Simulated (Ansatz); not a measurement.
BaTiO3:

```
Ba Ti O
1.0
     3.99980    0.00000    0.00000
     0.00000    3.99980    0.00000
     0.00000    0.00000    4.01800
Ba Ti O
1 1 3
Direct
  0.00000 0.00000 0.00000
  0.50000 0.50000 0.49000
  0.00000 0.50000 0.51700
  0.50000 0.00000 0.51700
  0.50000 0.50000 0.01900
```

```yaml
Program: Ansatz 0.2.0
Task: relaxation of cell and atoms
Functional: PBE
Dispersion: D4
Potentials_or_basis: Ansatz PAW
Cutoff: "420 eV (not typed: the program's choice for these potentials)"
k_mesh: 7 × 7 × 7
Occupations: fermi-dirac, width 0.05 eV
Spin: no spin polarisation
```

At the start: volume 12.86 Å³/atom.

Where does the relaxation end?

It ends after 12 steps and the volume is 13.01 Å³/atom (+1.2 %); space group P4mm (No. 99, to 0.05 Å).

The path:
```csv
step,energy change (eV),largest force (eV/Å),volume (Å³)
1,0.0000,0.3304,64.28
2,-0.0042,0.2083,64.23
3,-0.0060,0.2153,64.21
4,-0.0137,0.1207,64.59
5,-0.0144,0.0357,64.91
6,-0.0149,0.0484,64.78
7,-0.0148,0.0013,64.90
8,-0.0180,0.0014,64.90
9,-0.0176,0.0281,65.06
10,-0.0177,0.0173,65.02
11,-0.0177,0.0025,65.03
12,-0.0182,0.0025,65.03
```

Final structure:
```
Ba Ti O
1.0
     3.97301    0.00000    0.00000
     0.00000    3.97301    0.00000
     0.00000    0.00000    4.11979
Ba Ti O
1 1 3
Cartesian
  0.0000 0.0000 -0.0256
  1.9865 1.9865 1.9656
  0.0000 1.9865 2.1379
  1.9865 0.0000 2.1379
  1.9865 1.9865 0.1410
```

Caveat: the plane-wave basis is chosen anew once the cell has moved, so the energies of steps on either side of that aren't comparable; the pressure holds a Pulay correction of +0.5 GPa for the finite cutoff.
